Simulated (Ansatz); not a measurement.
**Energy ranking of C3N structures**

Theory: DFT PBE, scalar-relativistic, plane waves, PAW (Ansatz 0.2.0). Settings: cutoff 420 eV, Γ-centred meshes spaced at most about 0.3 Å⁻¹, and about 0.25 Å⁻¹ or finer for metals (2π included), Gaussian smearing. No spin polarisation.

The zero of energy is the elements' standard structures at the same level (N₂ as a molecule); no fitted shifts are applied.

All energies are static (0 K, no zero-point motion). Only the structures computed here compete, so a lower one can exist. No dispersion correction is applied, so the spacing and binding between layers, chains or molecules are poorly described (P6_3/mcm, P4/mmm at 8.2 Å³/atom), and this can change margins and order among such cells. Kohn–Sham gaps at this level usually fall short of measured ones. In P4/mmm at 8.2 Å³/atom, P4/mmm at 6.8 Å³/atom, Fm-3m, Pm-3m an odd number of electrons in the primitive cell allows no gap without spin; a larger cell or a magnetic state could open one. The reference form of C is held partly by dispersion forces, which this level lacks.

Invented guesses were relaxed alike, and ends that match in structure were merged. ΔE counts from the first row. Coordination counts C atoms around N (those within 1.25 times the shortest such distance or 1.15 times the sum of covalent radii, 1.27 where that leaves under three; a plus sign parts nearer from farther groups; the shortest distance is added where it exceeds 1.18 times the sum of covalent radii; a slash parts the counts of unlike sites). The ends were matched against large subsets of the Crystallography Open Database and the Materials Project, so a missing match doesn't prove that a structure is unreported.

```
#                                        reached from           type and space group  atoms  Å³/atom      coordination  ΔE (meV/atom)  gap on mesh (eV)  in databases
1  a relaxed cell, shaken at random and relaxed again                     P1 (No. 1)      8      8.4         N 1+2/2+1              0              0.32      no match
2                               InRh3 type (P6_3/mmc)             P6_3/mmc (No. 194)      8      6.1    N 6 from 1.9 Å           2164              0.00      no match
3                               ZrBr3 type (P6_3/mcm)             P6_3/mcm (No. 193)      8      9.5    N 6 from 1.8 Å           2542              0.00      no match
4                                 Ho3Mg type (P4/mmm)               P4/mmm (No. 123)      4      8.2   N 10 from 2.1 Å           2917              0.00      no match
5                                 Cu3Pd type (P4/mmm)               P4/mmm (No. 123)      4      6.8  N 8+4 from 2.1 Å           3216              0.00      no match
6                                  Ta3Os type (Fm-3m)   BiF3 (D0_3), Fm-3m (No. 225)      4      6.8  N 8+6 from 2.1 Å           3236              0.00      no match
7                                  Gd3Al type (Pm-3m)  Cu3Au (L1_2), Pm-3m (No. 221)      4      7.5   N 12 from 2.2 Å           3428              0.00      no match
```

The lowest: Space group P1 (No. 1), triclinic, a = 2.998 Å, b = 4.732 Å, c = 5.309 Å, α = 114.1°, β = 101.6°, γ = 91.3°. C on its first site has 1 C at 1.39 Å, 1 N at 1.43 Å and 1 C at 1.50 Å; around C on its second site lie 2 N at 1.34–1.42 Å and 1 C at 1.40 Å; C on its third site is surrounded by 2 C at 1.39–1.41 Å and 1 N at 1.47 Å; C on its fourth site is surrounded by 1 C at 1.50 Å, 1 N at 1.60 Å, 1 C at 1.62 Å and 1 C at 1.77 Å; around N on its first site lie 2 C at 1.42–1.43 Å and 1 C at 1.60 Å; 3 more sites not described. Its energy over the elements is +1.093 eV/atom. It can't be a ground state, since the elements alone are lower. An observed structure of this formula, if there is one, may be missing.

```
C N
1.0
     2.99793    0.00000    0.00000
    -0.11016    4.73081    0.00000
    -1.06784   -2.19216    4.71548
C N
6 2
Direct
  0.35974 0.79917 0.77794
  0.25223 0.06363 0.27642
  0.26209 0.65701 0.48309
  0.00911 0.19205 0.95324
  0.47662 0.11271 0.78571
  0.16720 0.35024 0.26947
  0.08501 0.87187 0.98164
  0.38799 0.95333 0.47250
```

The second: Space group P6_3/mmc (No. 194), hexagonal, a = 4.962 Å, c = 2.300 Å. Around C lie 4 C at 1.77 Å, 2 N at 1.90 Å, 4 C at 2.30–2.34 Å and 2 N at 2.48 Å; N has 6 C at 1.90 Å, 2 N at 2.30 Å and 6 C at 2.48 Å. Counting C atoms around N, the first has N 1+2/2+1 and the second has N 6 from 1.9 Å. The first holds C–C chains (shortest 1.39 Å); in the second the shortest C–C distance is 1.77 Å, near bonding range too. Shaken at random and relaxed again, row 4 falls into row 1, 2.92 eV/atom lower, so it is a saddle point or a shallow minimum. Cells without such a test can be saddle points. Some types were kept out of the candidates beforehand, so the set may lack a known form.
